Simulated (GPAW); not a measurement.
Ca:

```
Ca
1.0
     0.00000    2.79420    2.79420
     2.79420    0.00000    2.79420
     2.79420    2.79420    0.00000
Ca
1
Direct
  0.00000 0.00000 0.00000
```

Base run:

```yaml
Program: GPAW 26.7.0
Functional: BLYP
Potentials_or_basis: PAW data sets generated in the run's folder for this functional
Cutoff: 600 eV
Basis: pw
k_mesh: 8 × 8 × 8
Occupations: fermi-dirac, width 0.05 eV
Spin: no spin polarisation
```

Its results: pressure -0.4 GPa.

Problem. The run is repeated on the same cell with these changes: functional from BLYP to PBEsol; occupations from fermi-dirac, width 0.05 eV to gaussian, width 0.1 eV. What comes out?

Solution. Pressure -1.1 GPa.

Not every run made on this cell is shown here.
